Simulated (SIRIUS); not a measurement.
The system is Ga.

```
Ga
1.0
     1.38300   -4.02650    0.00000
     1.38300    4.02650    0.00000
    -0.11745    0.00000    3.32993
Ga
2
Direct
  0.13100 0.86900 0.75000
  0.86900 0.13100 0.25000
```

This isn't the form of Ga at room conditions, which is orthorhombic.

| Item | Value |
| --- | --- |
| Program | SIRIUS 7.12.0 |
| Task | single point |
| Functional | PBE |
| Potentials or basis | all-electron FP-LAPW |
| Cutoff | 167 eV |
| Basis | apw+lo standard |
| k mesh | 10 × 10 × 8 |
| Occupations | fermi-dirac, width 0.05 eV |
| Spin | no spin polarisation |

On this cell: largest force 0.200 eV/Å; band gap on the k mesh none (metal or under the smearing width).

The same run follows on a disturbed copy (atoms moved at random):

```xyz
2
Lattice="1.3830 -4.0265 0.0000 1.3830 4.0265 0.0000 -0.1174 0.0000 3.3299" Properties=species:S:1:pos:R:3 pbc="T T T"
Ga    1.2589    2.9790    2.4919
Ga    1.3540   -2.9564    0.7880
```

Task: What changes?

Result: The energy (extrapolated to zero smearing) moves by +0.0 meV/atom; largest force 0.181 eV/Å; band gap on the k mesh none (metal or under the smearing width).

Forces in eV/Å, atoms in the order of the input:
```
Ga   0.004 -0.164 -0.076
Ga  -0.004  0.164  0.076
```
